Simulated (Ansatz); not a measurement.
The system is Pb.

```
CELL_PARAMETERS angstrom
0.00000 2.47502 2.47502
2.47502 0.00000 2.47502
2.47502 2.47502 0.00000
ATOMIC_POSITIONS crystal
Pb 0.00000 0.00000 0.00000
```

```yaml
Program: Ansatz 0.2.0
Task: single point
Functional: PBE
Potentials_or_basis: all-electron LAPW, scalar-relativistic
Cutoff: 154 eV (chosen from the basis error)
Basis_error_allowed: 0.001 eV/atom
k_mesh: 9 × 9 × 9
Occupations: fermi-dirac, width 0.05 eV
Spin: no spin polarisation
```

On this cell: pressure 2.3 GPa; band gap on the k mesh none (metal or under the smearing width).

The same run follows on a disturbed copy (cell strained at random at fixed volume):

```xyz
1
Lattice="-0.0070 2.4697 2.4484 2.4476 -0.0270 2.4684 2.4538 2.4959 -0.0332" Properties=species:S:1:pos:R:3 pbc="T T T"
Pb    0.0581    0.0106   -0.0133
```

What does the disturbed cell give?

The energy (extrapolated to zero smearing) moves by +2.0 meV/atom; pressure 2.3 GPa; band gap on the k mesh none (metal or under the smearing width).

Stress tensor (GPa, compression positive):
```
 2.50 -0.01  0.18
-0.01  2.11  0.76
 0.18  0.76  2.29
```
